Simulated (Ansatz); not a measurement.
A generator proposed this cell of ScAl₄.

Space group C2/m (No. 12). a = 3.135 Å, b = 4.505 Å, c = 11.467 Å, α = 90.00°, β = 92.07°, γ = 90.00°
```csv
atom,site,symmetry,x,y,z
Sc,2b,2/m,0.5000,0.0000,0.0000
Al,4i,m,0.1000,0.0000,0.2000
Al,4i,m,0.7000,0.0000,0.4000
```

Computed with DFT PBE, scalar-relativistic, plane waves, PAW in Ansatz 0.2.0. Cutoff 420 eV; k points 6×6×2 on the computed 5-atom cell (Γ-centred); Gaussian smearing, width 0.10 eV; no spin polarisation.

Energies over the elements count from the elements' standard structures at the same level, with no fitted energy shifts.

Task: How far from equilibrium is it?

Result: The pressure is 11.1 GPa (the mean over three directions, positive in compression), the largest force is 0.79 eV/Å, and the energy is +0.10 eV/atom against the elements. The shortest distance is 2.65 Å.

Task: Is it a good guess?

Result: A rough one: relaxing gains about 0.24 eV/atom (the start's value is from the coarse mesh, so the gain is rough) in 19 ionic steps and ends at −0.13 eV/atom on the finer mesh. The symmetry goes from C2/m (No. 12) to I4/mmm (No. 139). The volume per atom grows by 9.3 %, from 16.2 to 17.7 Å³. The shortest distance goes from 2.65 Å (Sc–Al and Al–Al) to 2.87 Å (Al–Al). Conventional cell: a = 2.927 Å, c = 20.649 Å. Sc has 4 Sc at 2.93 Å and 8 Al at 3.00 Å; Al on its first site is surrounded by 8 Al at 2.87–2.93 Å and 4 Sc at 3.00 Å; around Al on its second site lie 12 Al at 2.87–2.93 Å.

The last run used a 14×14×14 mesh for its 5-atom cell and Gaussian smearing of 0.10 eV. The cell is a metal run without spin; a magnetic state may lie lower. The relaxation can't lower the symmetry of the start, and the grade says only how near the guess is to its own end. A structure relaxed within its symmetry needn't be a true minimum. Another cell of ScAl4 relaxed alike, in I4/m, lies 74 meV/atom lower, so this cell isn't the stable form at this level.
